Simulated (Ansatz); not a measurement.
# Cd: pressure up to the limit of the methods, part 2 of 2

How does Cd (diamond type) answer strong compression, and how long do frozen cores keep up with all electrons? The runs shown use LAPW, crystal datasets and norm-conserving. Companion runs by PAW are cited. Its runs: the reference run (LAPW); volume scaled by 1 (crystal datasets and norm-conserving); volume scaled by 0.92 (LAPW); volume scaled by 0.84 (LAPW and crystal datasets); volume scaled by 0.76 (LAPW); volume scaled by 0.68 (LAPW); volume scaled by 0.6 (LAPW); volume scaled by 0.52 (LAPW and norm-conserving); volume scaled by 0.45 (LAPW, crystal datasets and norm-conserving).

Ansatz 0.2.0; DFT PBE; a cell built from a prototype (diamond type), not taken from measurement. «Crystal datasets» are all-electron PAW datasets made for this crystal. The steps go on from the part before.

### 11 Volume scaled by 0.52, LAPW

This is Cd in the diamond structure; at room conditions it is hcp.

The input, input.yaml:

```yaml
crystal:
  lattice:
    - [0.0, 2.6888564781, 2.6888564781]
    - [2.6888564781, 0.0, 2.6888564781]
    - [2.6888564781, 2.6888564781, 0.0]
  atoms:
    - { symbol: Cd, position: [-0.125, -0.125, -0.125] }
    - { symbol: Cd, position: [0.125, 0.125, 0.125] }
kpoints:
  mp_grid: { grid: [12, 12, 12] }
  band_path:
    path:
      - [0.0, 0.0, 0.0]
      - [0.5, 0.0, 0.5]
      - [0.625, 0.25, 0.625]
      - [0.375, 0.375, 0.75]
      - [0.0, 0.0, 0.0]
      - [0.5, 0.5, 0.5]
      - [0.5, 0.25, 0.75]
      - [0.5, 0.0, 0.5]
    npoints: 8
scf:
  occupations: { method: fermi_dirac, width: 0.08 }
hamiltonian:
  xc: pbe
  pseudopotentials: { kind: all_electron, lapw: { basis_error: 0.001 } }
output:
  forces: true
  stress: true
  eigenvalues: true
  populations: true
  dos: { projected: true, de: 0.2, e_range: [-14, 8] }
```

The run is started by

```
ansatz run input.yaml --threads 1 --pin off --max-ram 2048MiB --backend cpu --events-out ev --progress --plain --runs-dir out
```

Log (excerpt; [...] marks lines left out):

```text
Cd: projections on atomic orbitals take those of the free atom 1s2 2s2 2p6 3s2 3p6 3d10 4s2 4p6 4d10 5s2, of charge +0.00 (hamiltonian.pseudopotentials.projection_atoms)
LAPW: plane waves up to 10.161 Å⁻¹, error target 1.0e-3 eV per atom; small_component_spin mean_spin; Cd in spheres of 1.164 Å, 30 of its electrons in bands, Dirac shells []
[...]
Pseudopotentials: kind: all_electron
[...]
  atom   2  Cd    -0.00000000    -0.00000000     0.00000000
[...]
--- Stress (GPa, compression-positive) ---
       63.365632       0.000000      -0.000000
        0.000000      63.365632      -0.000000
       -0.000000      -0.000000      63.365632
  P = ⅓ Tr σ = 63.3656 GPa (633.656 kbar)
--- Band table (eV; the first three rows and the last of 72) ---
[...]
--- Löwdin populations: 2 sites ---
  site symbol       q [e]
     0     Cd     47.5506
     1     Cd     47.5506
  spilling = 0.009363 (of n_electrons = 96.000000)
```

Run time: 36 s. Hardware: 1 thread of Arm Neoverse V2, shared host; peak memory 0.48 GiB.

Result: pressure 63.37 GPa; no gap.

### 12 Volume scaled by 0.52, norm-conserving

The input, input.yaml:

```yaml
crystal:
  lattice:
    - [0.0, 2.6888564781, 2.6888564781]
    - [2.6888564781, 0.0, 2.6888564781]
    - [2.6888564781, 2.6888564781, 0.0]
  atoms:
    - { symbol: Cd, position: [-0.125, -0.125, -0.125] }
    - { symbol: Cd, position: [0.125, 0.125, 0.125] }
kpoints:
  mp_grid: { grid: [12, 12, 12] }
scf:
  occupations: { method: fermi_dirac, width: 0.08 }
hamiltonian:
  xc: pbe
  pseudopotentials: { kind: nc }
output:
  forces: true
  stress: true
  eigenvalues: true
```

The run is started by

```
ansatz run input.yaml --threads 1 --pin off --max-ram 2048MiB --backend cpu --events-out ev --progress --plain --runs-dir out
```

Log (excerpt; [...] marks lines left out):

```text
[...]
[... 3 set-up lines as earlier in the session ...]
[...]
Crystal: 2 atoms, lattice volume = 38.881 Å³
Basis set: ecut = 1071 eV, 3119 PW (Γ), exchange–correlation on 90×90×90 points (8 copies of the dense FFT grid, shifted against one another)
[...]
Fermi energy:    16.909314 eV
[...]
--- Forces (eV/Å), atoms counted from 1 ---
  atom   1  Cd     0.00000000    -0.00000000     0.00000000
  atom   2  Cd    -0.00000000    -0.00000000    -0.00000000
[...]
--- Stress (GPa, compression-positive) ---
       63.434451      -0.000000       0.000000
       -0.000000      63.434451       0.000000
        0.000000       0.000000      63.434451
  P = ⅓ Tr σ = 63.4345 GPa (634.345 kbar)
--- Band table (eV; the first three rows and the last of 72) ---
[... band rows left out ...]
[...]
```

Wall time 8.3 s (1 thread of Arm Neoverse V2, shared host); peak memory 0.41 GiB.

In short: pressure 63.43 GPa; no gap.

### 13 Volume scaled by 0.45, LAPW

The input, input.yaml:

```yaml
crystal:
  lattice:
    - [0.0, 2.5623434738, 2.5623434738]
    - [2.5623434738, 0.0, 2.5623434738]
    - [2.5623434738, 2.5623434738, 0.0]
  atoms:
    - { symbol: Cd, position: [-0.125, -0.125, -0.125] }
    - { symbol: Cd, position: [0.125, 0.125, 0.125] }
kpoints:
  mp_grid: { grid: [12, 12, 12] }
  band_path:
    path:
      - [0.0, 0.0, 0.0]
      - [0.5, 0.0, 0.5]
      - [0.625, 0.25, 0.625]
      - [0.375, 0.375, 0.75]
      - [0.0, 0.0, 0.0]
      - [0.5, 0.5, 0.5]
      - [0.5, 0.25, 0.75]
      - [0.5, 0.0, 0.5]
    npoints: 8
scf:
  occupations: { method: fermi_dirac, width: 0.08 }
hamiltonian:
  xc: pbe
  pseudopotentials: { kind: all_electron, lapw: { basis_error: 0.001 } }
output:
  forces: true
  stress: true
  eigenvalues: true
  populations: true
  dos: { projected: true, de: 0.2, e_range: [-14, 8] }
```

The run is started by

```
ansatz run input.yaml --threads 1 --pin off --max-ram 2048MiB --backend cpu --events-out ev --progress --plain --runs-dir out
```

Log (excerpt; [...] marks lines left out):

```text
Cd: projections on atomic orbitals take those of the free atom 1s2 2s2 2p6 3s2 3p6 3d10 4s2 4p6 4d10 5s2, of charge +0.00 (hamiltonian.pseudopotentials.projection_atoms)
LAPW: plane waves up to 10.708 Å⁻¹, error target 1.0e-3 eV per atom; small_component_spin mean_spin; Cd in spheres of 1.110 Å, 36 of its electrons in bands, Dirac shells []
[...]
[... 1 set-up line as earlier in the session ...]
[...]
  atom   2  Cd     0.00000000     0.00000000     0.00000000
[...]
--- Stress (GPa, compression-positive) ---
      114.301977       0.000000       0.000000
        0.000000     114.301977       0.000000
        0.000000       0.000000     114.301977
  P = ⅓ Tr σ = 114.3020 GPa (1143.020 kbar)
--- Band table (eV; the first three rows and the last of 72) ---
[...]
--- Löwdin populations: 2 sites ---
  site symbol       q [e]
     0     Cd     47.5359
     1     Cd     47.5359
  spilling = 0.009669 (of n_electrons = 96.000000)
```

Run time: 46 s. Hardware: 1 thread of Arm Neoverse V2, shared host; peak memory 0.51 GiB.

Result: pressure 114.30 GPa; no gap.

Levels at the path's labelled points, in eV from the Fermi level:

```csv
point,band 33,band 34,band 35,band 36,band 37,band 38,band 39
Γ,-9.82,-8.68,-8.68,9.16,9.16,9.16,9.45
X,-8.57,-8.57,-3.54,-3.54,0.74,0.74,6.29
U,-8.49,-8.28,-3.50,-2.89,-1.99,1.93,6.61
K,-8.49,-8.28,-3.50,-2.89,-1.99,1.93,6.61
Γ,-9.82,-8.68,-8.68,9.16,9.16,9.16,9.45
L,-8.78,-8.78,-5.36,-4.93,5.30,5.30,7.84
W,-8.30,-8.30,-2.80,-2.80,-1.13,-1.13,10.50
X,-8.57,-8.57,-3.54,-3.54,0.74,0.74,6.29
```

States per cell, counted by energy window (eV from the Fermi level, on a grid of 0.20 eV):

```csv
from,to,total,Cd 4d,Cd 5s
-10,-9,2.75,2.54,0.19
-9,-8,4.02,3.88,0.12
-8,-7,0.34,0.14,0.20
-7,-6,0.35,0.08,0.26
-6,-5,0.43,0.06,0.33
-5,-4,0.43,0.06,0.34
-4,-3,0.43,0.04,0.32
-3,-2,0.57,0.03,0.41
-2,-1,0.46,0.02,0.25
-1,0,0.60,0.02,0.20
0,1,0.72,0.01,0.16
1,2,0.78,0.01,0.12
2,3,0.70,0.01,0.08
3,4,0.62,0.01,0.06
4,5,0.53,0.00,0.04
```

### 14 Volume scaled by 0.45, crystal datasets

The input, input.yaml:

```yaml
crystal:
  lattice:
    - [0.0, 2.5623434738, 2.5623434738]
    - [2.5623434738, 0.0, 2.5623434738]
    - [2.5623434738, 2.5623434738, 0.0]
  atoms:
    - { symbol: Cd, position: [-0.125, -0.125, -0.125] }
    - { symbol: Cd, position: [0.125, 0.125, 0.125] }
kpoints:
  mp_grid: { grid: [12, 12, 12] }
scf:
  occupations: { method: fermi_dirac, width: 0.08 }
hamiltonian:
  xc: pbe
  pseudopotentials: { kind: all_electron, datasets: crystal }
output:
  forces: true
  stress: true
  eigenvalues: true
```

The run is started by

```
ansatz run input.yaml --threads 1 --pin off --max-ram 2048MiB --backend cpu --events-out ev --progress --plain --runs-dir out
```

Log (excerpt; [...] marks lines left out):

```text
[...]
[... 1 set-up line as earlier in the session ...]
Pseudopotential: Cd, paw, valence charge 20, recommended cutoff 460 eV (normal), Koelling and Harmon's equation, gaussian nucleus
[... 1 set-up line as earlier in the session ...]
[...]
Crystal: 2 atoms, lattice volume = 33.647 Å³
Basis set: ecut = 460 eV, 749 PW (Γ), exchange–correlation on 54×54×54 points (8 copies of the dense FFT grid, shifted against one another)
[...]
--- Stress (GPa, compression-positive) ---
      114.306114      -0.000000      -0.000000
        0.000000     114.306114      -0.000000
       -0.000000      -0.000000     114.306114
  P = ⅓ Tr σ = 114.3061 GPa (1143.061 kbar)
  It holds what live shells' own plane waves past their cutoff add
--- Band table (eV; the first three rows and the last of 72) ---
  k-point 0: bands = ["9.1395", "9.1395", "9.2342", "9.2342", "9.2342", "10.5207", "11.7819", "11.7819", "11.7819", "12.9263", "12.9263", "30.7655", "30.7655", "30.7655", "31.0531"]
[...]
```

Run time: 9.7 s. Hardware: 1 thread of Arm Neoverse V2, shared host; peak memory 0.5 GiB.

In short: pressure 114.31 GPa; no gap.

### 15 Volume scaled by 0.45, norm-conserving

Changes to input.yaml since step 14:

```diff
@@ -14,3 +14,3 @@
   xc: pbe
-  pseudopotentials: { kind: all_electron, datasets: crystal }
+  pseudopotentials: { kind: nc }
 output:
```

The run is started by

```
ansatz run input.yaml --threads 1 --pin off --max-ram 2048MiB --backend cpu --events-out ev --progress --plain --runs-dir out
```

Log (excerpt; [...] marks lines left out):

```text
[...]
[... 3 set-up lines as earlier in the session ...]
[...]
Crystal: 2 atoms, lattice volume = 33.647 Å³
Basis set: ecut = 1071 eV, 2685 PW (Γ), exchange–correlation on 80×80×80 points (8 copies of the dense FFT grid, shifted against one another)
[...]
Fermi energy:    20.351843 eV
[...]
--- Forces (eV/Å), atoms counted from 1 ---
  atom   1  Cd     0.00000000     0.00000000     0.00000000
  atom   2  Cd     0.00000000    -0.00000000     0.00000000
[...]
--- Stress (GPa, compression-positive) ---
      114.419351       0.000000      -0.000000
       -0.000000     114.419351       0.000000
       -0.000000       0.000000     114.419351
  P = ⅓ Tr σ = 114.4194 GPa (1144.194 kbar)
--- Band table (eV; the first three rows and the last of 72) ---
[... band rows left out ...]
[...]
```

Wall time 8 s (1 thread of Arm Neoverse V2, shared host); peak memory 0.37 GiB.

Result: pressure 114.42 GPa; no gap.

### 16 Side by side

Rows by PAW come from runs of the same series that aren't printed here.

| method | volume over the first | volume (Å³/atom) | pressure (GPa) | SCF cycles, by the record's count |
| --- | --- | --- | --- | --- |
| LAPW | 1 | 37.385 | 0.04 | 7 |
| LAPW | 0.92 | 34.394 | 1.62 | 7 |
| LAPW | 0.84 | 31.404 | 4.41 | 7 |
| LAPW | 0.76 | 28.413 | 9.23 | 7 |
| LAPW | 0.68 | 25.422 | 17.71 | 7 |
| LAPW | 0.6 | 22.431 | 33.31 | 7 |
| LAPW | 0.52 | 19.440 | 63.37 | 6 |
| LAPW | 0.45 | 16.823 | 114.30 | 6 |
| PAW | 1 | 37.385 | 0.03 | 6 |
| PAW | 0.92 | 34.394 | 1.62 | 6 |
| PAW | 0.84 | 31.404 | 4.40 | 6 |
| PAW | 0.76 | 28.413 | 9.21 | 6 |
| PAW | 0.68 | 25.422 | 17.68 | 6 |
| PAW | 0.6 | 22.431 | 33.26 | 6 |
| PAW | 0.52 | 19.440 | 63.27 | 6 |
| PAW | 0.45 | 16.823 | 114.16 | 6 |
| PAW (core large) | 0.45 | 16.823 | 114.16 | 6 |
| PAW (cutoff 600 eV) | 0.68 | 25.422 | 17.68 | 6 |
| crystal datasets | 1 | 37.385 | 0.04 | 7 |
| crystal datasets | 0.84 | 31.404 | 4.41 | 7 |
| crystal datasets | 0.45 | 16.823 | 114.31 | 8 |
| norm-conserving | 1 | 37.385 | 0.04 | 7 |
| norm-conserving | 0.52 | 19.440 | 63.43 | 7 |
| norm-conserving | 0.45 | 16.823 | 114.42 | 7 |

### 17 Summary of results

This closing draws on all 2 parts.

| quantity | value |
| --- | --- |
| LAPW pressure at 0.45 of the volume | 114.3 GPa |
| PAW pressure at 0.45 of the volume | 114.2 GPa |
| PAW (core large) pressure at 0.45 of the volume | 114.2 GPa |
| crystal datasets pressure at 0.45 of the volume | 114.3 GPa |
| norm-conserving pressure at 0.45 of the volume | 114.4 GPa |
| fitted bulk modulus at zero pressure (LAPW) | 16.3 GPa |
| its pressure derivative | 5.49 |

In words: By LAPW the pressure climbs to 114 GPa at 0.45 of the first volume. One third-order Birch-Murnaghan curve follows these points (B₀ = 16.3 GPa, B′ = 5.49, misfit at most 0.29 GPa). A fit over so wide a range leans to the high pressures, so B₀ can be off by several per cent. Where LAPW's pressure is over 3 GPa, PAW's departs from it by at most 0.3 %, at 0.84 of the volume. The ions are at rest, and the electrons smeared by 0.08 eV.
